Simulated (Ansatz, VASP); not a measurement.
One calculation of BN, two programs

```
B N
1.0
     2.60112    0.00000    0.00000
    -1.30056    2.25264    0.00000
     0.00000    0.00000    7.16955
B N
2 2
Cartesian
  0.0000 1.5018 1.7924
  1.3006 0.7509 5.3772
  1.3006 0.7509 1.7924
  0.0000 1.5018 5.3772
```

Change from the starting cell: hydrostatic strain +4.0%.

Alike in both runs: task single point; functional r2SCAN; k mesh 12 × 12 × 4; no spin polarisation.

|  | VASP | Ansatz |
| --- | --- | --- |
| version | VASP 6.6.1 | Ansatz 0.2.0 |
| potentials or method | VASP PAW PBE potentials, release 64 (B, N) | plane waves, PAW |
| plane-wave cutoff (eV) | 520 | 500 |
| occupations | gaussian, width 0.01 eV | fixed |
| valence electrons in the cell | 16 | 16 |

```tsv
	VASP	Ansatz	Ansatz less VASP
gap on the k mesh at the Fermi level (eV)	4.76	4.73	-0.031
pressure (GPa)	-22.7	-23.0	-0.28
largest component of the traceless stress (GPa)	21.81	22.32	+0.513
```

Caveats: so large a pressure means that the cell lies far from this level's equilibrium, or that cutoff or potentials fall short (VASP); the potentials were made for another functional, which shifts forces and pressure (VASP). A k mesh can miss the band edges.
